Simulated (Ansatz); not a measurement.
**Molecular dynamics of H₄C₁₀F**

The input (input.yaml):

```yaml
crystal:
  lattice:
    - [5.048742, 0.0, 0.0]
    - [0.0, 5.048742, 0.0]
    - [0.0, 0.0, 17.1647]
  atoms:
    - { symbol: H, position: [0.4277868, 0.0, 0.0582591] }
    - { symbol: H, position: [0.0722132, 0.0, 0.0582591] }
    - { symbol: H, position: [0.9277868, 0.0, 0.0582591] }
    - { symbol: H, position: [0.5722132, 0.0, 0.0582591] }
    - { symbol: H, position: [0.4277868, 0.5, 0.0582591] }
    - { symbol: H, position: [0.0722132, 0.5, 0.0582591] }
    - { symbol: H, position: [0.9277868, 0.5, 0.0582591] }
    - { symbol: H, position: [0.5722132, 0.5, 0.0582591] }
    - { symbol: C, position: [0.25, 0.0, 0.0952362] }
    - { symbol: C, position: [0.75, 0.0, 0.0952362] }
    - { symbol: C, position: [0.25, 0.5, 0.0952362] }
    - { symbol: C, position: [0.75, 0.5, 0.0952362] }
    - { symbol: C, position: [0.25, 0.25, 0.1472324] }
    - { symbol: C, position: [0.75, 0.25, 0.1472324] }
    - { symbol: C, position: [0.25, 0.75, 0.1472324] }
    - { symbol: C, position: [0.75, 0.75, 0.1472324] }
    - { symbol: C, position: [0.00313055, 0.24653721, 0.1921003] }
    - { symbol: C, position: [0.50428663, 0.2460728, 0.19428678] }
    - { symbol: C, position: [-9.41e-06, 0.76176685, 0.20359086] }
    - { symbol: C, position: [0.49979608, 0.74780248, 0.20364648] }
    - { symbol: C, position: [0.0129667, 0.01313285, 0.25074188] }
    - { symbol: C, position: [0.50403733, 0.02178918, 0.25235234] }
    - { symbol: C, position: [0.00479083, 0.47762626, 0.24876124] }
    - { symbol: C, position: [0.49956064, 0.4787455, 0.24980857] }
    - { symbol: C, position: [0.27662159, 0.09629637, 0.29821689] }
    - { symbol: C, position: [0.75541599, 0.10138518, 0.29209334] }
    - { symbol: C, position: [0.24193351, 0.40805132, 0.29588871] }
    - { symbol: C, position: [0.75318877, 0.38345001, 0.29034323] }
    - { symbol: F, position: [0.29180712, 1.00749918, 0.36927078] }
    - { symbol: F, position: [0.22841232, 0.51355676, 0.37069331] }
basis:
  ecutwfc: 420.0
kpoints:
  mp_grid: { grid: [2, 2, 1] }
hamiltonian:
  xc: pbe
  dispersion: d3bj
  pseudopotentials: { kind: paw, azcp: { folder: soft_1 } }
scf:
  occupations: { method: fermi_dirac, width: 0.02 }
  lower_state_search: "off"
md:
  timestep: 0.5
  n_steps: 230
  ensemble: nve
  temperature: 750.0
  initial_velocities: maxwell_boltzmann
  seed: 843318
  constraints: [{ sites: [0, 1, 2, 3, 4, 5, 6, 7, 8, 9, 10, 11, 12, 13, 14, 15] }]
```

Launched with:

```bash
$ ansatz run input.yaml --threads 1 --pin off --max-ram 3072MiB --backend cpu --events-out ev --progress --plain --runs-dir out
```

It goes on from the last frame of an earlier run, with new velocities.

Output, in part (step lines):

```
md step     0: t =     0.00 fs  T =   750.0 K  F+E_penalty+E_count = -6744.22335152 eV  E_kin = 1.357230 eV  conserved = -6742.86612153 eV  (11 SCF iters)
md step     1: t =     0.50 fs  T =   788.8 K  F+E_penalty+E_count = -6744.29374620 eV  E_kin = 1.427439 eV  conserved = -6742.86630730 eV  (7 SCF iters)
md step     2: t =     1.00 fs  T =   823.3 K  F+E_penalty+E_count = -6744.35627810 eV  E_kin = 1.489802 eV  conserved = -6742.86647611 eV  (7 SCF iters)
md step     3: t =     1.50 fs  T =   851.9 K  F+E_penalty+E_count = -6744.40823019 eV  E_kin = 1.541612 eV  conserved = -6742.86661869 eV  (7 SCF iters)
md step     4: t =     2.00 fs  T =   873.4 K  F+E_penalty+E_count = -6744.44729280 eV  E_kin = 1.580565 eV  conserved = -6742.86672756 eV  (7 SCF iters)
md step     5: t =     2.50 fs  T =   886.9 K  F+E_penalty+E_count = -6744.47168040 eV  E_kin = 1.604882 eV  conserved = -6742.86679812 eV  (3 SCF iters)
md step     6: t =     3.00 fs  T =   891.6 K  F+E_penalty+E_count = -6744.48021645 eV  E_kin = 1.613389 eV  conserved = -6742.86682714 eV  (2 SCF iters)
md step     7: t =     3.50 fs  T =   887.2 K  F+E_penalty+E_count = -6744.47238415 eV  E_kin = 1.605571 eV  conserved = -6742.86681334 eV  (3 SCF iters)
[... lines left out ...]
md step   230: t =   115.00 fs  T =   673.7 K  F+E_penalty+E_count = -6744.08533614 eV  E_kin = 1.219149 eV  conserved = -6742.86618684 eV  (7 SCF iters)
```

The steps, from the saved trajectory:

```
time (fs)  T (K)  potential energy less start (eV)  conserved less start (meV/atom)
        0    750                             0.000                             0.00
      3.5    887                            -0.249                            -0.02
        7    653                             0.176                             0.01
     10.5    390                             0.652                             0.04
       14    449                             0.546                             0.03
     17.5    679                             0.129                            -0.01
       21    729                             0.037                             0.00
     24.5    623                             0.231                             0.02
       28    631                             0.215                             0.02
     31.5    715                             0.063                             0.00
       35    715                             0.064                             0.01
     38.5    677                             0.133                             0.01
       42    598                             0.276                             0.01
     45.5    488                             0.474                             0.02
       49    493                             0.466                             0.02
     52.5    581                             0.305                             0.00
       56    566                             0.332                             0.01
     59.5    505                             0.444                             0.03
       63    601                             0.269                             0.01
     66.5    717                             0.060                             0.00
       70    672                             0.142                             0.01
     73.5    573                             0.322                             0.01
       77    517                             0.421                             0.01
     80.5    528                             0.402                             0.02
       84    651                             0.180                             0.00
     87.5    686                             0.115                             0.00
       91    611                             0.252                             0.02
     94.5    631                             0.215                             0.01
       98    659                             0.165                             0.00
    101.5    586                             0.296                             0.01
      105    541                             0.379                             0.02
    108.5    633                             0.212                             0.01
      112    741                             0.016                            -0.01
```

All steps were run. The conserved energy stayed within 0.042 meV per atom of its start (net change -0.0022 meV per atom), so the integration is sound. A run of 0.12 ps of so small a system gives no equilibrium averages. Limits of this set-up: coarse k mesh, thin slab, slab without dipole correction.

Mean squared displacements from the first frame to the last: H 0.00 Å², C 0.00 Å², F 0.03 Å².

Last frame:

```xyz
30
Lattice="5.0487 0.0000 0.0000 0.0000 5.0487 0.0000 0.0000 0.0000 17.1647" Properties=species:S:1:pos:R:3
H 2.160 0.000 1.000
H 0.365 0.000 1.000
H 4.684 0.000 1.000
H 2.889 0.000 1.000
H 2.160 2.524 1.000
H 0.365 2.524 1.000
H 4.684 2.524 1.000
H 2.889 2.524 1.000
C 1.262 0.000 1.635
C 3.787 0.000 1.635
C 1.262 2.524 1.635
C 3.787 2.524 1.635
C 1.262 1.262 2.527
C 3.787 1.262 2.527
C 1.262 3.787 2.527
C 3.787 3.787 2.527
C 0.056 1.281 3.294
C 2.476 1.217 3.305
C 0.024 3.742 3.498
C 2.472 3.727 3.468
C 0.053 0.042 4.226
C 2.547 0.079 4.277
C 0.011 2.447 4.293
C 2.518 2.424 4.340
C 1.345 0.485 5.137
C 3.776 0.534 4.858
C 1.248 2.048 5.119
C 3.824 1.957 4.916
F 1.282 5.032 6.420
F 1.102 2.493 6.395
```

Time of the run: 18 min on 1 thread of Arm Neoverse V1, on a shared host, peak memory 0.67 GiB.
